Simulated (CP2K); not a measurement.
CdTe:

```
CELL_PARAMETERS angstrom
4.53255 0.00000 0.00000
2.26628 3.92531 0.00000
2.26628 1.30844 3.70082
ATOMIC_POSITIONS crystal
Te 0.75000 0.75000 0.75000
Cd 0.00000 0.00000 0.00000
```

Base run:

```yaml
Program: CP2K 2026.2
Functional: vdW-DF2
Potentials_or_basis: POTENTIAL_UZH Te GTH-PBE-q6, Cd GTH-PBE-q12; TZVP-MOLOPT-PBE-GTH basis
Density_cutoff: 9184 eV
k_mesh: 7 × 7 × 7
Occupations: fermi-dirac, width 0.05 eV
Spin: no spin polarisation
```

Its results: band gap on the k mesh 0.88 eV, direct; pressure 8.5 GPa.

**Question.** After a change of settings the same cell gave: band gap on the k mesh 1.01 eV, direct; pressure 6.1 GPa. Which change was it?
A. functional from vdW-DF2 to MS2
B. functional from vdW-DF2 to BLYP
C. functional from vdW-DF2 to RPBE
D. functional from vdW-DF2 to LDA

**Answer.** C.

Caveats: the potentials were made for another functional, which shifts forces and pressure; spin-orbit coupling is left out, which moves the levels of the heavy elements; the basis of atomic orbitals isn't converged, which shifts pressures, moduli and gaps.

Runs at the PBE level aren't shown here.
